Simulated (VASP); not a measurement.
GaP:

```
CELL_PARAMETERS angstrom
0.00000 2.55854 2.55854
2.55854 0.00000 2.55854
2.55854 2.55854 0.00000
ATOMIC_POSITIONS crystal
Ga 0.00000 0.00000 0.00000
P 0.50000 0.50000 0.50000
```

The cell was built by a generator and needn't be a form met in nature.

Base run:

| Item | Value |
| --- | --- |
| Program | VASP 6.6.1 |
| Functional | r2SCAN |
| Potentials or basis | VASP PAW PBE potentials, release 64 (Ga_d, P) |
| Cutoff | 520 eV |
| k mesh | 6 × 6 × 6 |
| Occupations | fermi-dirac, width 0.02 eV |
| Spin | no spin polarisation |

Its results: band gap on the k mesh none (metal or under the smearing width); pressure 0.0 GPa.

Question: The run is repeated on the same cell with these changes: functional from r2SCAN to PBE; further incar settings from ALGO = Normal; EDIFF = 1e-07; NBANDS = 16 to ALGO = Normal; EDIFF = 1e-06; NBANDS = 16. What comes out?

Answer: Band gap on the k mesh none (metal or under the smearing width); pressure 2.3 GPa.

Caveats: the PAW data sets were made with another functional, which shifts forces and pressure a little (some runs).
